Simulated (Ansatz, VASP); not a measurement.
# Pt: VASP beside Ansatz

INCAR

```
SYSTEM = Pt
PREC = Accurate ; ENCUT = 520
EDIFF = 1E-6 ; ISMEAR = 0
SIGMA = 0.15 ; LREAL = .False.
LASPH = .True. ; NELM = 60
ALGO = Fast ; ISIF = 2
LWAVE = .False. ; LCHARG = .True.
GGA = PS ; LELF = .True.
LVHAR = .True. ; NBANDS = 11
```

The input KPOINTS:

```
regular mesh
0
Gamma
  22 22 22
  0 0 0
```

Contents of POSCAR:

```
Pt
1.0
   -1.5842200000      1.5842200000      1.5208512000
    1.5842200000     -1.5842200000      1.5208512000
    1.5842200000      1.5842200000     -1.5208512000
Pt
1
Direct
    0.0000000000      0.0000000000      0.0000000000
```

Input for Ansatz:

```yaml
crystal:
  lattice:
    - [-1.58422, 1.58422, 1.5208512]
    - [1.58422, -1.58422, 1.5208512]
    - [1.58422, 1.58422, -1.5208512]
  atoms:
    - { symbol: Pt, position: [0.0, 0.0, 0.0] }
basis:
  ecutwfc: 420
kpoints:
  mp_grid: { grid: [22, 22, 22] }
hamiltonian:
  xc: pbesol
scf:
  occupations: { method: gaussian, width: 0.15 }
output:
  forces: true
  stress: true
  eigenvalues: true
```

Change from the starting cell: strain -0.0400 x Voigt [0, 0, 1, 0, 0, 0], atoms carried along.

Alike in both runs: task single point; functional PBEsol; k mesh 22 × 22 × 22; occupations gaussian, width 0.15 eV; no spin polarisation.

```csv
,VASP,Ansatz
version,VASP 6.6.1,Ansatz 0.2.0
potentials or method,"VASP PAW PBE potentials, release 64 (Pt)","scalar-relativistic, plane waves, PAW"
plane-wave cutoff (eV),520,420
valence electrons in the cell,10,18
```

|  | VASP | Ansatz | Ansatz less VASP |
| --- | --- | --- | --- |
| gap on the k mesh at the Fermi level (eV) | none | none | - |
| pressure (GPa) | -1.5 | -1.1 | +0.37 |
| largest component of the traceless stress (GPa) | 3.05 | 3.06 | +0.004 |

A gap of «none» marks a metal or a gap that the smearing closes. The two sets of potentials don't hold the same shells in valence.

Caveats: the PAW data sets were made with another functional, which shifts forces and pressure a little (VASP). Spin-orbit coupling is left out, which matters for the levels of Pt.
